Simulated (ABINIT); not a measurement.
# AgCl (Pm-3m) in ABINIT: convergence with tolvrs

Aim: find how far tolvrs must go before the results for AgCl settle, at PBE. This setting moves, with any that are tied to it; all else stays.

Program: ABINIT 10.8.3 (patched build). These are calculated values, not measurements. Logs are shortened: lines on timing, memory, paths and dates and some standing lists are left out, and cuts for length are marked. The log counts tension as positive stress, the text compression.

### Step 1. Starting point

The structure is cubic, space group Pm-3m (No. 221). Conventional cell: a = 3.434 Å, b = 3.434 Å, c = 3.434 Å, α = 90.00°, β = 90.00°, γ = 90.00°. Around Ag (site symmetry m-3m) lie 8 Cl at 2.97 Å. Around Cl (site symmetry m-3m) lie 8 Ag at 2.97 Å.

Measurements of this composition are mostly on another form, of space group No. 225.

### Step 2. With tolvrs 0.01

File run.abi:

```
# Pseudopotentials
pp_dirpath "./"
pseudos "47_Ag_19_1.9_2.5_pbe_n_v1.0.psp8, 17_Cl_7_1.9_1.9_pbe_n_v1.0.psp8"

# Structure
acell 3.433973 3.433973 3.433973 Angstrom
rprim
     1.0000000000     0.0000000000     0.0000000000
     0.0000000000     1.0000000000     0.0000000000
     0.0000000000     0.0000000000     1.0000000000
ntypat 2
znucl 47 17
natom 2
typat 1 2
xred
     0.0000000000     0.0000000000     0.0000000000
     0.5000000000     0.5000000000     0.5000000000

# Plane-wave basis
ecut 598.650497 eV

# k points
kptopt 1
ngkpt 8 8 8
nshiftk 1
shiftk 0.0 0.0 0.0

# Exchange and correlation
ixc 11

# Bands and occupations
nband 17
occopt 6
tsmear 0.05 eV

# SCF cycle
nstep 100
tolvrs 0.01

# Output
iomode 3
prtwf 0
prtden 0
prteig 0
prtebands 0
enunit 2
```

Potentials or basis: SPMS NC PBE v1.0.

Run with:

```
$ abinit run.abi > log 2>&1
```

Wall time 14 s (1 thread of Arm Neoverse V1, shared host); peak memory 0.07 GiB.

It converged, with:

| Item | Value |
| --- | --- |
| Free energy | -4493.7395 eV |
| Pressure | -0.2 GPa |
| Band gap on the k mesh | 0.58 eV, indirect (least direct gap 2.07 eV) |
| Valence electrons inside the program's atomic spheres | Ag 16.35; Cl 5.01 |

### Step 3. With tolvrs 0.001

Edit run.abi of step 2 so:

```diff
@@ -37,3 +37,3 @@
 nstep 100
-tolvrs 0.01
+tolvrs 0.001
```

Potentials or basis: SPMS NC PBE v1.0.

Run with:

```
$ abinit run.abi > log 2>&1
```

Run time: 14 s. Hardware: 1 thread of Arm Neoverse V1, shared host; peak memory 0.07 GiB.

The run converged. Its results:

```
Free energy                                           : -4493.7395 eV
Pressure                                              : -0.2 GPa
Band gap on the k mesh                                : 0.58 eV, indirect (least direct gap 2.07 eV)
Valence electrons inside the program's atomic spheres : Ag 16.35; Cl 5.01
```

### Step 4. With tolvrs 0.0001

Edit run.abi of step 3 so:

```diff
@@ -37,3 +37,3 @@
 nstep 100
-tolvrs 0.001
+tolvrs 0.0001
```

Run with:

```
$ abinit run.abi > log 2>&1
```

Wall time 15 s (1 thread of Arm Neoverse V1, shared host); peak memory 0.07 GiB.

It converged, with:

| Property | Result |
| --- | --- |
| Free energy | -4493.7395 eV |
| Pressure | -0.2 GPa |
| Band gap on the k mesh | 0.58 eV, indirect (least direct gap 2.07 eV) |
| Valence electrons inside the program's atomic spheres | Ag 16.35; Cl 5.01 |

### Step 5. With tolvrs 1e-05

Edit run.abi of step 4 so:

```diff
@@ -37,3 +37,3 @@
 nstep 100
-tolvrs 0.0001
+tolvrs 1.0e-5
```

Run with:

```
$ abinit run.abi > log 2>&1
```

Run time: 16 s. Hardware: 1 thread of Arm Neoverse V1, shared host; peak memory 0.07 GiB.

The run converged. Its results:

- Free energy: -4493.7395 eV
- Pressure: -0.2 GPa
- Band gap on the k mesh: 0.58 eV, indirect (least direct gap 2.07 eV)
- Valence electrons inside the program's atomic spheres: Ag 16.35; Cl 5.01

### Step 6. With tolvrs 1e-06

Edit run.abi of step 5 so:

```diff
@@ -37,3 +37,3 @@
 nstep 100
-tolvrs 1.0e-5
+tolvrs 1.0e-6
```

Potentials or basis: SPMS NC PBE v1.0.

Run with:

```
$ abinit run.abi > log 2>&1
```

It took 15 s on 1 thread of Arm Neoverse V1, shared host; peak memory 0.07 GiB.

Results (log left out):

```yaml
Free_energy: -4493.7395 eV
Pressure: -0.2 GPa
Band_gap_on_the_k_mesh: 0.58 eV, indirect (least direct gap 2.07 eV)
Valence_electrons_inside_the_program's_atomic_spheres: Ag 16.35; Cl 5.01
```

### Step 7. With tolvrs 1e-08

Edit run.abi of step 6 so:

```diff
@@ -37,3 +37,3 @@
 nstep 100
-tolvrs 1.0e-6
+tolvrs 1.0e-8
```

Run with:

```
$ abinit run.abi > log 2>&1
```

Run time: 19 s. Hardware: 1 thread of Arm Neoverse V1, shared host; peak memory 0.07 GiB.

The run converged. Its results:

```
Free energy                                           : -4493.7395 eV
Pressure                                              : -0.2 GPa
Band gap on the k mesh                                : 0.58 eV, indirect (least direct gap 2.07 eV)
Valence electrons inside the program's atomic spheres : Ag 16.35; Cl 5.01
```

### Step 8. With tolvrs 1e-10

Edit run.abi of step 7 so:

```diff
@@ -37,3 +37,3 @@
 nstep 100
-tolvrs 1.0e-8
+tolvrs 1.0e-10
```

Run with:

```
$ abinit run.abi > log 2>&1
```

It took 21 s on 1 thread of Arm Neoverse V1, shared host; peak memory 0.07 GiB.

The run converged. Its results:

```
Free energy                                           : -4493.7395 eV
Pressure                                              : -0.2 GPa
Band gap on the k mesh                                : 0.58 eV, indirect (least direct gap 2.07 eV)
Valence electrons inside the program's atomic spheres : Ag 16.35; Cl 5.01
```

### Step 9. With tolvrs 1e-13

Edit run.abi of step 8 so:

```diff
@@ -37,3 +37,3 @@
 nstep 100
-tolvrs 1.0e-10
+tolvrs 1.0e-13
```

Potentials or basis: SPMS NC PBE v1.0.

Run with:

```
$ abinit run.abi > log 2>&1
```

run.abo:

```text
.Version 10.8.3 of ABINIT
 Symmetries : space group Pm -3 m (#221); Bravais cP (primitive cubic)
================================================================================
 Values of the parameters that define the memory need of the present run
     intxc =       0    ionmov =       0      iscf =       7    lmnmax =       6
     lnmax =       6     mgfft =      30  mpssoang =       3    mqgrid =    3001
     natom =       2  nloc_mem =       1    nspden =       1   nspinor =       1
    nsppol =       1      nsym =      48    n1xccc =    2501    ntypat =       2
    occopt =       6   xclevel =       2
       mpw =        1364          nfft =       27000          nkpt =          35
================================================================================
================================================================================

--------------------------------------------------------------------------------
------------- Echo of variables that govern the present computation ------------
--------------------------------------------------------------------------------
 -outvars: echo values of preprocessed input variables --------
            acell      6.4892684938E+00  6.4892684938E+00  6.4892684938E+00 Bohr
              amu      1.07868200E+02  3.54527000E+01
             ecut      2.20000000E+01 Hartree
           enunit           2
              ixc          11
         kptrlatt        8    0    0      0    8    0      0    0    8
          kptrlen      5.19141480E+01
            natom           2
            nband          17
            ngfft          30      30      30
             nkpt          35
            nstep         100
             nsym          48
           ntypat           2
           occopt           6
           prtden           0
        prtebands           0
           prteig           0
            prtwf           0
          spgroup         221
           tolvrs      1.00000000E-13
           tsmear      1.83746611E-03 Hartree
            typat      1  2
           xangst      0.0000000000E+00  0.0000000000E+00  0.0000000000E+00
                       1.7169865000E+00  1.7169865000E+00  1.7169865000E+00
            xcart      0.0000000000E+00  0.0000000000E+00  0.0000000000E+00
                       3.2446342469E+00  3.2446342469E+00  3.2446342469E+00
             xred      0.0000000000E+00  0.0000000000E+00  0.0000000000E+00
                       5.0000000000E-01  5.0000000000E-01  5.0000000000E-01
            znucl       47.00000   17.00000

================================================================================

 chkinp: Checking input parameters for consistency.

================================================================================
== DATASET  1 ==================================================================

--- !DatasetInfo
iteration_state: {dtset: 1, }
dimensions: {natom: 2, nkpt: 35, mband: 17, nsppol: 1, nspinor: 1, nspden: 1, mpw: 1364, }
[... 91 lines left out ...]
 ------------------------------------------------
 Atom  Sphere_radius  Integrated_density
    1        2.00000         16.34923173
    2        2.00000          5.00630765
================================================================================

 ----iterations are completed or convergence reached----

 Mean square residual over all n,k,spin=   77.552E-09; max=  20.127E-06
 reduced coordinates (array xred) for    2 atoms
       0.000000000000      0.000000000000      0.000000000000
       0.500000000000      0.500000000000      0.500000000000
 rms dE/dt=  0.0000E+00; max dE/dt=  0.0000E+00; dE/dt below (all hartree)
    1       0.000000000000      0.000000000000      0.000000000000
    2       0.000000000000      0.000000000000      0.000000000000

 cartesian coordinates (angstrom) at end:
    1      0.00000000000000     0.00000000000000     0.00000000000000
    2      1.71698650000000     1.71698650000000     1.71698650000000

 cartesian forces (hartree/bohr) at end:
    1     -0.00000000000000    -0.00000000000000    -0.00000000000000
    2     -0.00000000000000    -0.00000000000000    -0.00000000000000
 frms,max,avg= 0.0000000E+00 0.0000000E+00   0.000E+00  0.000E+00  0.000E+00 h/b

 cartesian forces (eV/Angstrom) at end:
    1     -0.00000000000000    -0.00000000000000    -0.00000000000000
    2     -0.00000000000000    -0.00000000000000    -0.00000000000000
 frms,max,avg= 0.0000000E+00 0.0000000E+00   0.000E+00  0.000E+00  0.000E+00 e/A
 length scales=  6.489268493762  6.489268493762  6.489268493762 bohr
              =  3.433973000000  3.433973000000  3.433973000000 angstroms
 Fermi (or HOMO) energy (hartree) =   0.14263   Average Vxc (hartree)=  -0.39376
 Eigenvalues (hartree) for nkpt=  35  k points:
 kpt#   1, nband= 17, wtk=  0.00195, kpt=  0.0000  0.0000  0.0000 (reduced coord)
  -3.15314   -1.81185   -1.81185   -1.81185   -0.39409    0.04134    0.04134    0.07580
   0.07580    0.07580    0.08618    0.08618    0.08618    0.16236    0.48419    0.48419
   0.64397
      occupation numbers for kpt#   1
   2.00000    2.00000    2.00000    2.00000    2.00000    2.00000    2.00000    2.00000
   2.00000    2.00000    2.00000    2.00000    2.00000    0.00000    0.00000    0.00000
   0.00000
 prteigrs : prtvol=0 or 1, do not print more k-points.

 Fermi (or HOMO) energy (eV) =   3.88104   Average Vxc (eV)= -10.71474
 Eigenvalues (   eV  ) for nkpt=  35  k points:
 kpt#   1, nband= 17, wtk=  0.00195, kpt=  0.0000  0.0000  0.0000 (reduced coord)
 -85.80133  -49.30308  -49.30308  -49.30308  -10.72361    1.12493    1.12493    2.06262
   2.06262    2.06262    2.34502    2.34502    2.34502    4.41806   13.17551   13.17551
  17.52343
 prteigrs : prtvol=0 or 1, do not print more k-points.

--- !EnergyTerms
iteration_state     : {dtset: 1, }
comment             : Components of total free energy in Hartree
kinetic             :  5.23715445444906E+01
hartree             :  4.39327251253739E+01
xc                  : -2.54433549102900E+01
Ewald energy        : -1.06067959427003E+02
psp_core            :  4.72830869869460E+00
local_psp           : -1.34254448684679E+02
non_local_psp       : -4.08698738436981E-01
internal            : -1.65141883391849E+02
'-kT*entropy'       :  2.04626553667433E-06
total_energy        : -1.65141881345584E+02
total_energy_eV     : -4.49373951868265E+03
band_energy         : -1.69402497127442E+01
...

 Cartesian components of stress tensor (hartree/bohr^3)
  sigma(1 1)=  6.60333596E-06  sigma(3 2)=  0.00000000E+00
  sigma(2 2)=  6.60333596E-06  sigma(3 1)=  0.00000000E+00
  sigma(3 3)=  6.60333596E-06  sigma(2 1)=  0.00000000E+00

-Cartesian components of stress tensor (GPa)         [Pressure= -1.9428E-01 GPa]
- sigma(1 1)=  1.94276851E-01  sigma(3 2)=  0.00000000E+00
- sigma(2 2)=  1.94276851E-01  sigma(3 1)=  0.00000000E+00
- sigma(3 3)=  1.94276851E-01  sigma(2 1)=  0.00000000E+00

== END DATASET(S) ==============================================================
================================================================================

 -outvars: echo values of variables after computation  --------
            acell      6.4892684938E+00  6.4892684938E+00  6.4892684938E+00 Bohr
           etotal     -1.6514188135E+02
            fcart     -0.0000000000E+00 -0.0000000000E+00 -0.0000000000E+00
                      -0.0000000000E+00 -0.0000000000E+00 -0.0000000000E+00
           strten      6.6033359554E-06  6.6033359554E-06  6.6033359554E-06
                       0.0000000000E+00  0.0000000000E+00  0.0000000000E+00
           xangst      0.0000000000E+00  0.0000000000E+00  0.0000000000E+00
                       1.7169865000E+00  1.7169865000E+00  1.7169865000E+00
             xred      0.0000000000E+00  0.0000000000E+00  0.0000000000E+00
                       5.0000000000E-01  5.0000000000E-01  5.0000000000E-01
 Calculation completed.
```

Wall time 23 s (1 thread of Arm Neoverse V1, shared host); peak memory 0.07 GiB.

Results:

```yaml
Free_energy: -4493.7395 eV
Pressure: -0.2 GPa
Band_gap_on_the_k_mesh: 0.58 eV, indirect (least direct gap 2.07 eV)
Valence_electrons_inside_the_program's_atomic_spheres: Ag 16.35; Cl 5.01
```

### Step 10. Summary

```
tolvrs  energy less the tightest run (meV/atom)  pressure (GPa)  SCF cycles  CPU time (s)  peak memory (GiB)
  0.01                                     0.00           -0.16           5            14               0.07
 0.001                                     0.00           -0.16           5            14               0.07
0.0001                                     0.00           -0.20           6            15               0.07
 1e-05                                     0.00           -0.20           6            15               0.07
 1e-06                                     0.00           -0.20           6            15               0.07
 1e-08                                     0.00           -0.19           8            19               0.07
 1e-10                                     0.00           -0.19           9            21               0.07
 1e-13                                     0.00           -0.19          10            23               0.07
```

Against the tightest run, the energy stays within 1 meV/atom from 0.01 on; the pressure stays within 0.1 GPa from 0.01 on. The tightest run that finished is the yardstick and may itself not be fully converged.
